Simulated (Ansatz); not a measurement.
# Se (P3_121) in Ansatz: a series of runs, part 2 of 2

Ansatz 0.2.0. The steps go on from the part before.

## (4) Relaxation of cell and atoms, PBE, target pressure 30 GPa, at which the enthalpy is minimised

input.yaml reads:

```yaml
crystal:
  lattice:
    - [4.3662, 0.0, 0.0]
    - [-2.1831, 3.781240118, 0.0]
    - [0.0, 0.0, 4.9536]
  atoms:
    - { symbol: Se, position: [0.7746, 0.7746, 0.0] }
    - { symbol: Se, position: [0.0, 0.2254, 0.6666666667] }
    - { symbol: Se, position: [0.2254, 0.0, 0.3333333333] }
hamiltonian:
  xc: pbe
  pseudopotentials: { kind: paw }
kpoints:
  mp_grid: { grid: [7, 7, 6] }
scf:
  occupations: { method: fermi_dirac, width: 0.05 }
output:
  forces: true
  stress: true
  eigenvalues: true
relax:
  f_tol: 0.01
  max_steps: 40
  cell: { stress_tol: 0.05, p_target: 30.0 }
```

Potentials or basis: Ansatz PAW.

Launch:

```bash
ansatz run input.yaml --threads 2 --pin off --max-ram 5632MiB --backend cpu --events-out ev --progress --plain --runs-dir out
```

Standard output:

```text
Warning: RAYON_NUM_THREADS=2 ignored (pool sized by the plan → 2); use --threads N
Engine: ansatz 0.2.0, x86_64-unknown-linux-gnu
Pseudopotentials: kind: paw
Pseudopotential: Se, paw, valence charge 16, recommended cutoff 420 eV (normal), Se.paw.azcp
Functional definition: PBE
  parameter kappa = 0.804
  parameter beta = 0.06672455060314922
  exchange = pbe_x(kappa = kappa, mu = beta*pi^2/3)
  correlation = pbe_c(beta = beta)
Crystal: 3 atoms, lattice volume = 81.782 Å³
Basis set: ecut = 420 eV, 1583 PW (Γ), exchange–correlation on 60×60×72 points (8 copies of the dense FFT grid, shifted against one another)
Bands: 29, of which v1, the nominal top of the filled ones, is band 24 counted from 1 (23 counted from 0)
Symmetry: 6 space group operations
Space group: P3121 (ITA 152), of the structure as read, at distance tolerance 4.3e-5 Å
k-points: 40 of 294 (time reversal used)
Non-local potential: Se, projectors of the file, l = 0: 2, l = 1: 2, l = 2: 3, l = 3: 1
PAW form: soft (Blöchl's): semilocal exchange-correlation on the pseudo side does not see the compensation charge
[... 181 lines left out ...]
  E_closure    = 0.000000  (closes the sum)
  Σ components = -16405.464358   (vs F -16405.464358, Δ=0.00e0)
--- Forces (eV/Å), atoms counted from 1 ---
  atom   1  Se     0.00049221     0.00085254    -0.00000000
  atom   2  Se     0.00049221    -0.00085254     0.00000000
  atom   3  Se    -0.00098442     0.00000000     0.00000000
  max |Σ_I F_I| component: 2.31e-18 eV/Å
--- Stress (GPa, compression-positive) ---
       29.987565      -0.000000      -0.000000
        0.000000      29.987565      -0.000000
       -0.000000      -0.000000      30.031895
  P = ⅓ Tr σ = 30.0023 GPa (300.023 kbar)
--- Band table (eV; the first three rows and the last of 40) ---
  k-point 0: bands = ["-34.2725", "-34.2725", "-34.2566", "-34.2566", "-34.2455", "-34.2151", "-34.1970", "-34.1970", "-34.1966", "-34.1515", "-34.1432", "-34.1432", "-34.1395", "-34.1395", "-34.1343", "-3.7807", "1.0111", "1.0111", "12.1139", "12.4503", "12.4503", "12.8442", "12.8442", "13.1674", "16.6142", "16.6142", "18.1965", "20.4618", "20.4618"]
  k-point 1: bands = ["-34.2745", "-34.2680", "-34.2613", "-34.2508", "-34.2465", "-34.2184", "-34.1981", "-34.1966", "-34.1965", "-34.1511", "-34.1442", "-34.1440", "-34.1426", "-34.1350", "-34.1332", "-3.6437", "-0.4155", "2.6272", "11.0134", "12.0837", "12.3046", "13.0824", "13.3494", "14.0101", "16.2602", "16.2615", "17.8677", "19.4613", "21.9381"]
  k-point 2: bands = ["-34.2746", "-34.2647", "-34.2615", "-34.2495", "-34.2440", "-34.2265", "-34.1997", "-34.1966", "-34.1964", "-34.1497", "-34.1461", "-34.1456", "-34.1434", "-34.1314", "-34.1310", "-3.2336", "-1.6106", "4.3120", "9.2457", "12.0461", "12.1369", "13.6382", "13.8302", "14.9342", "15.5211", "15.6250", "17.0991", "18.9112", "21.6811"]
  k-point 39: bands = ["-34.2744", "-34.2585", "-34.2557", "-34.2543", "-34.2342", "-34.2316", "-34.2002", "-34.2000", "-34.1875", "-34.1514", "-34.1485", "-34.1464", "-34.1416", "-34.1410", "-34.1253", "0.0993", "0.2966", "1.5656", "6.6252", "6.7121", "7.3339", "12.9539", "13.2868", "14.6432", "15.0015", "15.4616", "15.6049", "22.2172", "23.3031"]
--- Relaxed structure (12 steps of the walk, 11 accepted, 1 SCFs on fresh bases) ---
  F+E_penalty+E_count = -16405.46435787 eV   max|allowed force component| = 9.844e-4 eV/Å   (the final SCF, on the basis selected at the relaxed cell)
  cell:  # Å, volume = 51.7223 Å³
    - [3.3685015230985504, 2.3267474477681303e-33, -9.288583534497657e-17]
    - [-1.6842507615492752, 2.9172078916899196, 4.644291767248829e-17]
    - [-1.0538208830678761e-16, -2.4899015114145396e-33, 5.263493186766592]
  atoms:
    - { symbol: Se, position: [0.6887141022181524, 0.6887141022181525, -4.852372724477044e-18] }
    - { symbol: Se, position: [-3.465477783908139e-17, 0.31128589778184756, 0.6666666666666666] }
    - { symbol: Se, position: [0.3112858977818476, -1.6821604941104804e-18, 0.3333333333333333] }
```

Wall time 37 s (2 threads of Intel Xeon 6975P-C (Granite Rapids), shared host); peak memory 0.42 GiB.

What came out:

| Quantity | Value |
| --- | --- |
| Free energy | -16405.4644 eV |
| Relaxed volume | 17.24 Å³/atom |
| Relaxed cell | a = 3.369 Å, b = 3.369 Å, c = 5.263 Å, α = 90.00°, β = 90.00°, γ = 120.00° |
| Space group after relaxing (to 0.05 Å) | P3_121 (No. 152) |
| Energy change on relaxing (the enthalpy is what falls) | +578.4 meV/atom |
| Ionic steps | 12 |
| Pressure after relaxing | 30.0 GPa |
| Band gap on the k mesh | none (metal or under the smearing width) |

Step by step:
```tsv
step	energy change (eV)	largest force (eV/Å)	volume (Å³)
1	0.0000	0.4013	81.78
2	0.2846	0.9946	70.71
3	0.8703	1.4065	61.60
4	1.6240	1.3022	54.72
5	1.8455	0.6825	52.07
6	1.5991	0.3428	52.67
7	1.5782	0.1986	52.66
8	1.8140	0.1355	51.35
9	1.6960	0.0197	51.93
10	1.7330	0.0054	51.72
11	1.7334	0.0008	51.72
12	1.7351	0.0010	51.72
```

Final structure:
```
Se
1.0
     3.36850    0.00000    0.00000
    -1.68425    2.91721    0.00000
     0.00000    0.00000    5.26349
Se
3
Direct
  0.68871 0.68871 0.00000
  0.00000 0.31129 0.66667
  0.31129 0.00000 0.33333
```

Caveat: the volume moved by over 15 % at a fixed basis, so the end points are rough; the plane-wave basis is chosen anew once the cell has moved, so the energies of steps on either side of that aren't comparable.

## (5) The runs side by side

```csv
cell,target pressure (GPa),gap on the mesh (eV),pressure (GPa)
relaxed to 10 GPa,10,0.68,10.0
relaxed to 20 GPa,20,0.30,20.0
relaxed to 30 GPa,30,none,30.0
```

Alike in all rows: task relaxation of cell and atoms; level PBE; potentials or basis Ansatz PAW; no spin polarisation; k mesh 7 × 7 × 6; cutoff (eV) 420; smearing fermi-dirac 0.05 eV.

Caveats: the volume moved by over 15 % at a fixed basis, so the end points are rough; the plane-wave basis is chosen anew once the cell has moved, so the energies of steps on either side of that aren't comparable; odd divisions of the mesh miss points on the zone boundary, where band edges often lie, so the gap on the mesh can be too wide (some runs).

Total energies depend on the potentials used, so only differences within one code and one set of settings carry meaning.
